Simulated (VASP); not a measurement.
Set up this calculation in VASP 6.6.1, as the native input.

* Task: relaxation of cell and atoms
* Functional: PBE
* Potentials or basis: VASP PAW PBE potentials, release 64 (Mo_sv)
* Cutoff: 520 eV
* k mesh: 18 × 18 × 18
* Occupations: gaussian, width 0.1 eV
* Spin: no spin polarisation
* Further INCAR settings: ALGO = Normal; EDIFF = 1e-07; AMIX = 0.2; IBRION = 2; EDIFFG = -0.002; NSW = 80; ISIF = 3

The structure of Mo lies in POSCAR:

```
Mo
1.0
   -1.5734150000      1.5734150000      1.5734150000
    1.5734150000     -1.5734150000      1.5734150000
    1.5734150000      1.5734150000     -1.5734150000
Mo
1
Direct
    0.0000000000      0.0000000000      0.0000000000
```

These files were run (other wordings do the same):

INCAR

```
SYSTEM = Mo
ALGO = Normal
AMIX = 0.2
EDIFF = 1E-7
EDIFFG = -0.002
ENCUT = 520
GGA = PE
IBRION = 2
ISIF = 3
ISMEAR = 0
LASPH = .True.
LCHARG = .False.
LREAL = .False.
LWAVE = .False.
NELM = 100
NSW = 80
PREC = Accurate
SIGMA = 0.1
```

KPOINTS

```
k-points
0
Gamma
  18 18 18
  0 0 0
```

Potentials or basis: VASP PAW PBE potentials, release 64 (Mo_sv).

The run is started by

```bash
$ cat potpaw_PBE.64/Mo_sv/POTCAR > POTCAR
$ mpirun -np 1 vasp_std > vasp.out
```

Results of the run:

The relaxed volume is 15.81 Å³/atom, the relaxed cell is a = 2.739 Å, b = 2.739 Å, c = 2.739 Å, α = 109.47°, β = 109.47°, γ = 109.47° and the space group after relaxing (to 0.05 Å) is Im-3m (No. 229). The energy gained by relaxing is 2.9 meV/atom. The ionic steps are 4, the pressure after relaxing is 0.0 GPa and the band gap on the k mesh is none (metal or under the smearing width).

Run time: 30 s on 1 thread of Intel(R) Xeon(R) 6975P-C (Granite Rapids) (shared host), peak memory 0.15 GiB.
